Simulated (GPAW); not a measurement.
Runs of GPAW 26.7.0 on HfB2. The structure is hexagonal, space group P6/mmm (No. 191). The conventional cell has a = 3.140 Å, b = 3.140 Å, c = 3.480 Å, α = 90.00°, β = 90.00°, γ = 120.00°. Hf (site symmetry 6/mmm) is surrounded by 12 B at 2.51 Å. Around B (site symmetry -6m2) lie 3 B at 1.81 Å. 

| level | potentials or basis | cell | target pressure | gap on the mesh (eV) | pressure (GPa) | relaxed volume (Å³/atom) |
| --- | --- | --- | --- | --- | --- | --- |
| PBEsol | PAW data sets generated in the run's folder for this functional, pw | relaxed | - | none | 0.0 | 9.77 |
| LDA | the program's PAW data sets (release 1.2.1) made for this functional, pw | relaxed to 20 GPa | 20 GPa | none | 20.0 | - |
| PBEsol+D4 | PAW data sets generated in the run's folder for this functional, pw | relaxed | - | none | -0.1 | (a) |
| LDA | the program's PAW data sets (release 1.2.1) made for this functional, pw | relaxed | - | none | -0.1 | 9.54 |
| LDA | the program's PAW data sets (release 1.2.1) made for this functional, pw | relaxed to 10 GPa | 10 GPa | none | 9.8 | - |

Alike in all rows: task relaxation of cell and atoms; no spin polarisation; k mesh 7 × 7 × 6; cutoff (eV) 800; smearing fermi-dirac 0.05 eV.

Question: Estimate the missing entries.

Answer: (a) 9.65.

Caveats: later steps reuse the first step's grids; pairwise dispersion overbinds metals, which lowers pressure and volume (some runs).

A k mesh can miss the band edges, and the runs leave out spin-orbit coupling on Hf.

A gap of «none» marks a metal or a gap under the smearing width.
